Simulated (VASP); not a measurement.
# Al2O3 (P-6m2) in VASP: notebook, part 3 of 3

VASP 6.6.1.

## Step 4: Dielectric tensor, LDA

The input, INCAR:

```
SYSTEM = Al2O3
PREC = Accurate ; ENCUT = 520
EDIFF = 1E-8 ; ISMEAR = 0
SIGMA = 0.01 ; LREAL = .False.
LASPH = .True. ; NELM = 100
ALGO = Normal ; ISIF = 2
LWAVE = .False. ; LCHARG = .False.
LEPSILON = .True.
```

The input, KPOINTS:

```
Automatic mesh
0
Gamma
  6 6 2
  0 0 0
```

The input, POSCAR:

```
Al2O3
1.0
    2.8843249483      0.0000000000      0.0000000000
   -1.4421624742      2.4978986780      0.0000000000
    0.0000000000      0.0000000000      9.3367544600
Al O
2 3
Direct
    0.0000000000      0.0000000000      0.8500076700
    0.0000000000      0.0000000000      0.1499923300
    0.3333333333      0.6666666667      0.7776830800
    0.6666666667      0.3333333333      0.0000000000
    0.3333333333      0.6666666667      0.2223169200
```

Potentials or basis: VASP PAW LDA potentials, release 64 (Al, O).

Command:

```bash
> cat potpaw_LDA.64/Al/POTCAR potpaw_LDA.64/O/POTCAR > POTCAR
> mpirun -np 1 vasp_std > vasp.out
```

OUTCAR:

```text
SYSTEM = Al2O3
   PREC = Accurate
   ENCUT = 520
   EDIFF = 1E-8
   ISMEAR = 0
   LREAL = .False.
   LASPH = .True.
   NELM = 100
   ISIF = 2
   LEPSILON = .True.

 Found     14 irreducible k-points:

 Following reciprocal coordinates:
            Coordinates               Weight
  0.000000  0.000000  0.000000      1.000000
  0.166667  0.000000  0.000000      6.000000
  0.333333 -0.000000  0.000000      6.000000
  0.500000  0.000000  0.000000      3.000000
  0.166667  0.166667  0.000000      6.000000
  0.333333  0.166667  0.000000     12.000000
   k-points           NKPTS =     14   k-points in BZ     NKDIM =     14   number of bands    NBANDS=     16
   number of dos      NEDOS =    301   number of ions     NIONS =      5
   total plane-waves  NPLWV =  40320
   dimension x,y,z NGX =    24 NGY =   24 NGZ =   70
   dimension x,y,z NGXF=    48 NGYF=   48 NGZF=  140
   ions per type =               2   3
   NGX,Y,Z   is equivalent  to a cutoff of  13.83, 13.83, 12.46 a.u.
   NGXF,Y,Z  is equivalent  to a cutoff of  27.67, 27.67, 24.93 a.u.
 SYSTEM =  Al2O3
   PREC   = accura    normal or accurate (medium, high low for compatibility)
   ISTART =      0    job   : 0-new  1-cont  2-samecut
   ICHARG =      2    charge: 1-file 2-atom 10-const
   ISPIN  =      1    spin polarized calculation?
   LNONCOLLINEAR =      F non collinear calculations
   LSORBIT =      F    spin-orbit coupling
   LASPH  =      T    aspherical Exc in radial PAW
   ENCUT  =  520.0 eV  38.22 Ry    6.18 a.u.   5.36  5.36 17.36*2*pi/ulx,y,z
   NELM   =    100;   NELMIN=  2; NELMDL= -5     # of ELM steps
   EDIFF  = 0.1E-07   stopping-criterion for ELM
   LREAL  =      F    real-space projection
   EDIFFG = 0.1E-06   stopping-criterion for IOM
   NSW    =      0    number of steps for IOM
   IBRION =     -1    ionic relax: 0-MD 1-quasi-New 2-CG
   NFREE  =      0    steps in history (QN), initial steepest desc. (CG)
   ISIF   =      2    stress and relaxation
   ISYM   =      2    0-nonsym 1-usesym 2-fastsym
   POTIM  = 0.5000    time-step for ionic-motion
   TEBEG  =    0.0;   TEEND  =   0.0 temperature during run
   PSTRESS=    0.0 pullay stress
   NELECT =      24.0000    total number of electrons
   NUPDOWN=      -1.0000    fix difference up-down
   EMIN   =  10.00;   EMAX   =-10.00  energy-range for DOS
   EFERMI =   0.00;   METHOD = LEGACY
   ISMEAR =     0;   SIGMA  =   0.01  broadening in eV -4-tet -1-fermi 0-gaus
   EFERMI_NEDOS =   21; number of points for ismear=-14 and -15
   IALGO  =     38    algorithm
   IMIX   =      4    mixing-type and parameters
     AMIX     =   0.40;   BMIX     =  1.00
     AMIX_MAG =   1.60;   BMIX_MAG =  1.00
  volume/ion in A,a.u.               =      13.45        90.79
  Fermi-wavevector in a.u.,A,eV,Ry     =   1.161111  2.194181 18.343074  1.348178
  Thomas-Fermi vector in A             =   2.297686
   LORBIT       =      0    0 simple, 1 ext, 2 COOP (PROOUT), +10 PAW based schemes
   GGA     = CA    functional components
   LHFCALC =     F    Hartree Fock is set to
   AEXX    =    0.0000 exact exchange contribution
   IVDW    =     0    specifies the selected vdW correction
   LEPSILON=     T    determine dielectric tensor
   LRPA    =     F    only Hartree local field effects (RPA)
 non-spin polarized calculation
 Gauss-broadening in eV      SIGMA  =   0.01
  energy-cutoff  :      520.00
[... 137 lines left out ...]
  in kB      -70.8902093    -70.8902093    -50.0279330      0.0000000      0.0000000     -0.0000000
  external PRESSURE =     -63.9361172 kB  Pullay stress =       0.0000000 kB

 VOLUME and BASIS-vectors are now :
 -----------------------------------------------------------------------------
  energy-cutoff  :      520.00
  volume of cell :       67.27
      direct lattice vectors                 reciprocal lattice vectors
     2.884324948  0.000000000  0.000000000     0.346701574  0.200168247  0.000000000
    -1.442162474  2.497898678  0.000000000     0.000000000  0.400336494  0.000000000
     0.000000000  0.000000000  9.336754460     0.000000000  0.000000000  0.107103598

 POSITION                                       TOTAL-FORCE (eV/Angst)
 -----------------------------------------------------------------------------------
      0.00000      0.00000      7.93631         0.000000      0.000000     -0.018486
      0.00000      0.00000      1.40044         0.000000     -0.000000      0.018486
     -0.00000      1.66527      7.26104         0.000000     -0.000000      0.498471
      1.44216      0.83263      0.00000        -0.000000     -0.000000      0.000000
     -0.00000      1.66527      2.07572         0.000000     -0.000000     -0.498471
 -----------------------------------------------------------------------------------
    total drift:                                0.000000     -0.000000      0.000000

  FREE ENERGIE OF THE ION-ELECTRON SYSTEM (eV)
  ---------------------------------------------------
  free  energy   TOTEN  =       -40.0925740898 eV

  energy  without entropy=      -40.0925740898  energy(sigma->0) =      -40.09257409

 HEAD OF MICROSCOPIC STATIC DIELECTRIC TENSOR (INDEPENDENT PARTICLE, excluding Hartree and local field effects)
 ------------------------------------------------------
           2.818830    -0.000000     0.000000
          -0.000000     2.818830     0.000000
           0.000000    -0.000000     2.622093
 ------------------------------------------------------

 Free energy of the ion-electron system (eV)
  ---------------------------------------------------
  ---------------------------------------------------
  free energy    TOTEN  =        -0.34050496 eV

  energy without entropy =       -0.34050496

------------------------ aborting loop because EDIFF is reached ----------------------------------------

--------------------------------------- Ionic step        2  -------------------------------------------

------------------------ aborting loop because EDIFF is reached ----------------------------------------

--------------------------------------- Ionic step        3  -------------------------------------------

 Free energy of the ion-electron system (eV)
  ---------------------------------------------------
  ---------------------------------------------------
  free energy    TOTEN  =        -0.18933982 eV

  energy without entropy =       -0.18933982

------------------------ aborting loop because EDIFF is reached ----------------------------------------

 PIEZOELECTRIC TENSOR FIELD DIRECTION 3  (e Angst)
 -----------------------------------------------------------------------------
     0.00000 -0.00000 -0.00000           (  0.00000 -0.00000 -0.00000)
     0.00000  0.00000 -0.00000           ( -0.00000  0.00000 -0.00000)
    -0.00000 -0.00000  0.00000           ( -0.00000 -0.00000  0.00000)

 PIEZOELECTRIC TENSOR FIELD DIRECTION 3  (C/m^2)
 -----------------------------------------------------------------------------
     0.00000 -0.00000 -0.00000
     0.00000  0.00000 -0.00000
    -0.00000 -0.00000  0.00000

 MACROSCOPIC STATIC DIELECTRIC TENSOR (including local field effects in DFT)
 ------------------------------------------------------
           2.716654    -0.000000    -0.000000
          -0.000000     2.716654    -0.000000
           0.000000     0.000000     1.945397
 ------------------------------------------------------

 PIEZOELECTRIC TENSOR (including local field effects)  for field in x, y, z        (e  Angst)
          XX          YY          ZZ          XY          YZ          ZX
  --------------------------------------------------------------------------------
  x     0.00000    -0.00000    -0.00000    -0.07578     0.00000     0.00000
  y    -0.07578     0.07578    -0.00000    -0.00000     0.00000     0.00000
  z     0.00000     0.00000     0.00000    -0.00000     0.00000    -0.00000

 PIEZOELECTRIC TENSOR (including local field effects)  for field in x, y, z        (C/m^2)
          XX          YY          ZZ          XY          YZ          ZX
  --------------------------------------------------------------------------------
  x     0.00000    -0.00000    -0.00000    -0.01805     0.00000     0.00000
  y    -0.01805     0.01805    -0.00000    -0.00000     0.00000     0.00000
  z     0.00000     0.00000     0.00000    -0.00000     0.00000    -0.00000

 BORN EFFECTIVE CHARGES (including local field effects) (in |e|, cummulative output)
 ---------------------------------------------------------------------------------
 ion    1
    1     3.02312    -0.00000     0.00000
    2    -0.00000     3.02312     0.00000
    3    -0.00000    -0.00000     1.51437
 ion    2
    1     3.02312    -0.00000     0.00000
    2    -0.00000     3.02312    -0.00000
    3     0.00000     0.00000     1.51437
 ion    3
    1    -1.90025     0.00000     0.00000
    2     0.00000    -1.90025     0.00000
    3    -0.00000     0.00000    -0.90848
 ion    4
    1    -2.24576     0.00000     0.00000
    2     0.00000    -2.24576     0.00000
    3    -0.00000     0.00000    -1.21179
 ion    5
    1    -1.90025     0.00000     0.00000
    2     0.00000    -1.90025     0.00000
    3     0.00000    -0.00000    -0.90848
```

OSZICAR:

```text
[... 13 lines left out ...]
RMM:   6    -0.188572513731E+00    0.23855E-02   -0.10495E-02   803   0.385E-01    0.295E-02
RMM:   7    -0.188855400422E+00   -0.28289E-03   -0.17659E-03   803   0.931E-02    0.173E-02
RMM:   8    -0.189075644523E+00   -0.22024E-03   -0.36865E-05   789   0.296E-02    0.580E-03
RMM:   9    -0.189273630612E+00   -0.19799E-03   -0.13204E-04   803   0.138E-02    0.262E-03
RMM:  10    -0.189318908000E+00   -0.45277E-04   -0.27885E-05   787   0.607E-03    0.472E-04
RMM:  11    -0.189332983459E+00   -0.14075E-04    0.25759E-05   810   0.162E-03    0.426E-04
RMM:  12    -0.189339550004E+00   -0.65665E-05   -0.74169E-06   808   0.958E-04    0.580E-05
RMM:  13    -0.189339826456E+00   -0.27645E-06   -0.13600E-06   625   0.157E-04    0.113E-05
RMM:  14    -0.189339821433E+00    0.50233E-08   -0.11828E-07   378   0.589E-05    0.283E-06
```

Wall time 1.8 min (1 thread of AMD EPYC 9R45 (Zen 5), shared host); peak memory 0.2 GiB.

These settings aren't checked as converged: the numbers below hold their error.

Results:

```yaml
Band_gap_on_the_k_mesh: 4.74 eV, indirect (least direct gap 4.99 eV)
Electronic_dielectric_tensor_diagonal: 2.72, 2.72, 1.95
Born_charges_mean_of_the_diagonal: Al +2.52; O -1.57, -1.90 e
```

## Step 5: Dielectric tensor, LDA

INCAR: that of step 4 with these lines changed.

```diff
@@ -1,3 +1,3 @@
 SYSTEM = Al2O3
-PREC = Accurate ; ENCUT = 520
+PREC = Accurate ; ENCUT = 650
 EDIFF = 1E-8 ; ISMEAR = 0
```

KPOINTS is that of step 4.

POSCAR is that of step 4.

Potentials or basis: VASP PAW LDA potentials, release 64 (Al, O).

Command:

```bash
> cat potpaw_LDA.64/Al/POTCAR potpaw_LDA.64/O/POTCAR > POTCAR
> mpirun -np 1 vasp_std > vasp.out
```

OUTCAR:

```text
SYSTEM = Al2O3
   PREC = Accurate
   ENCUT = 650
   EDIFF = 1E-8
   ISMEAR = 0
   LREAL = .False.
   LASPH = .True.
   NELM = 100
   ISIF = 2
   LEPSILON = .True.

 Found     14 irreducible k-points:

 Following reciprocal coordinates:
            Coordinates               Weight
  0.000000  0.000000  0.000000      1.000000
  0.166667  0.000000  0.000000      6.000000
  0.333333 -0.000000  0.000000      6.000000
  0.500000  0.000000  0.000000      3.000000
  0.166667  0.166667  0.000000      6.000000
  0.333333  0.166667  0.000000     12.000000
   k-points           NKPTS =     14   k-points in BZ     NKDIM =     14   number of bands    NBANDS=     16
   number of dos      NEDOS =    301   number of ions     NIONS =      5
   total plane-waves  NPLWV =  46080
   dimension x,y,z NGX =    24 NGY =   24 NGZ =   80
   dimension x,y,z NGXF=    48 NGYF=   48 NGZF=  160
   ions per type =               2   3
   NGX,Y,Z   is equivalent  to a cutoff of  13.83, 13.83, 14.24 a.u.
   NGXF,Y,Z  is equivalent  to a cutoff of  27.67, 27.67, 28.49 a.u.
 SYSTEM =  Al2O3
   PREC   = accura    normal or accurate (medium, high low for compatibility)
   ISTART =      0    job   : 0-new  1-cont  2-samecut
[... 238 lines left out ...]

 PIEZOELECTRIC TENSOR FIELD DIRECTION 3  (e Angst)
 -----------------------------------------------------------------------------
     0.00000 -0.00000  0.00000           ( -0.00000  0.00000  0.00000)
    -0.00000  0.00000  0.00000           (  0.00000 -0.00000  0.00000)
    -0.00000 -0.00000 -0.00000           (  0.00000  0.00000 -0.00000)

 PIEZOELECTRIC TENSOR FIELD DIRECTION 3  (C/m^2)
 -----------------------------------------------------------------------------
     0.00000 -0.00000  0.00000
    -0.00000  0.00000  0.00000
    -0.00000 -0.00000 -0.00000

 MACROSCOPIC STATIC DIELECTRIC TENSOR (including local field effects in DFT)
 ------------------------------------------------------
           2.715772    -0.000000    -0.000000
          -0.000000     2.715772     0.000000
           0.000000     0.000000     1.944998
 ------------------------------------------------------

 PIEZOELECTRIC TENSOR (including local field effects)  for field in x, y, z        (e  Angst)
          XX          YY          ZZ          XY          YZ          ZX
  --------------------------------------------------------------------------------
  x     0.00000    -0.00000    -0.00000    -0.07560     0.00000     0.00000
  y    -0.07560     0.07560    -0.00000    -0.00000     0.00000     0.00000
  z     0.00000     0.00000     0.00000     0.00000     0.00000     0.00000

 PIEZOELECTRIC TENSOR (including local field effects)  for field in x, y, z        (C/m^2)
          XX          YY          ZZ          XY          YZ          ZX
  --------------------------------------------------------------------------------
  x     0.00000    -0.00000    -0.00000    -0.01801     0.00000     0.00000
  y    -0.01801     0.01801    -0.00000    -0.00000     0.00000     0.00000
  z     0.00000     0.00000     0.00000     0.00000     0.00000     0.00000

 BORN EFFECTIVE CHARGES (including local field effects) (in |e|, cummulative output)
 ---------------------------------------------------------------------------------
 ion    1
    1     3.02276    -0.00000     0.00000
    2    -0.00000     3.02276     0.00000
    3     0.00000     0.00000     1.51432
 ion    2
    1     3.02276    -0.00000     0.00000
    2    -0.00000     3.02276    -0.00000
    3     0.00000     0.00000     1.51432
 ion    3
    1    -1.90000     0.00000    -0.00000
    2     0.00000    -1.90000     0.00000
    3    -0.00000     0.00000    -0.90842
 ion    4
    1    -2.24551     0.00000     0.00000
    2     0.00000    -2.24551     0.00000
    3     0.00000     0.00000    -1.21180
 ion    5
    1    -1.90000     0.00000     0.00000
    2     0.00000    -1.90000     0.00000
    3     0.00000     0.00000    -0.90842
```

Run time: 1.9 min. Hardware: 1 thread of AMD EPYC 9R45 (Zen 5), shared host; peak memory 0.24 GiB.

The run converged, but some of its settings lie outside the range that counts as converged, so its numbers aren't taken as properties of the crystal.

Results:

```yaml
Band_gap_on_the_k_mesh: 4.75 eV, indirect (least direct gap 5.00 eV)
Electronic_dielectric_tensor_diagonal: 2.72, 2.72, 1.94
Born_charges_mean_of_the_diagonal: Al +2.52; O -1.57, -1.90 e
```
